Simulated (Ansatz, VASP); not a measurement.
**Rh: VASP beside Ansatz**

```xyz
2
Lattice="2.6936 0.0175 -0.0015 -1.3316 2.3648 0.0252 -0.0025 0.0457 4.3786" Properties=species:S:1:pos:R:3 pbc="T T T"
Rh    1.3526    0.8427    3.2496
Rh    0.0174    1.6394    1.1634
```

This isn't the form of Rh at room conditions, which is fcc.

Alike in both runs: task single point; functional LDA; k mesh 8 × 8 × 5; no spin polarisation.

|  | VASP | Ansatz |
| --- | --- | --- |
| version | VASP 6.6.1 | Ansatz 0.2.0 |
| potentials or method | VASP PAW LDA potentials, release 64 (Rh_pv) | plane waves, PAW |
| plane-wave cutoff (eV) | 520 | 540 |
| occupations | methfessel-paxton of order 1, width 0.1 eV | methfessel-paxton of order 1 |
| valence electrons in the cell | 30 | 34 |

Ansatz gave:

- pressure (GPa): -12.8
- largest component of the traceless stress (GPa): 1.92
- rms of the force components (eV/Å): 0.505

**Question.** What did VASP give for the same quantities?

**Answer.** Pressure (GPa): -12.0; largest component of the traceless stress (GPa): 1.96; rms of the force components (eV/Å): 0.514.

Atom by atom the forces differ by 0.009 eV/Å (rms over components). The two sets of potentials don't hold the same shells in valence. Ansatz warned: «stress_scf_threshold_loose».
